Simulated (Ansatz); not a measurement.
**AlCu₃: pressure against volume**

AlCu₃, Fm-3m, a = 5.767 Å. The structure is a Materials Project entry; whether it is the stable form wasn't checked. Ansatz: PBEsol, PAW, 420 eV, Γ-centred 12×12×12 mesh on 4 atoms, Gaussian smearing 0.10 eV; no spin polarisation. Symmetry fixes shape and atoms, so the cell is only scaled; pressure is positive in compression.

```
V (Å³/atom) P (GPa)
     11.268    10.86
     11.628        ?
     11.987     0.00
     12.347    -4.18
     12.706    -7.70
```

Problem. Take V0 = 11.987 Å³/atom, fit the third-order Birch–Murnaghan form to the other rows, and predict the missing pressure.

Solution. With the Eulerian strain f = ½[(V0/V)^(2/3) − 1] and y = P/[3f(1 + 2f)^(5/2)], the form is the line y = B0 + 1.5 B0 (B0′ − 4) f. Rows (f, y): 0.02105, 155.1; -0.00977, 149.8; -0.01905, 148.5. Means f = -0.002590, y = 151.13; Σ(Δf)² = 0.0008813, ΣΔfΔy = 0.1467; the slope is their ratio. y = 151.6 + 166.4 f GPa, so B0 = 151.6 GPa and B0′ = 4 + 2 × (166.4)/(3 × 151.6) = 4.73. At V = 11.628, f = 0.01024, y = 153.30 and P = 4.95 GPa. The run gave 4.97 GPa, so the fit is 0.02 GPa too low, a small miss on the scale of the series.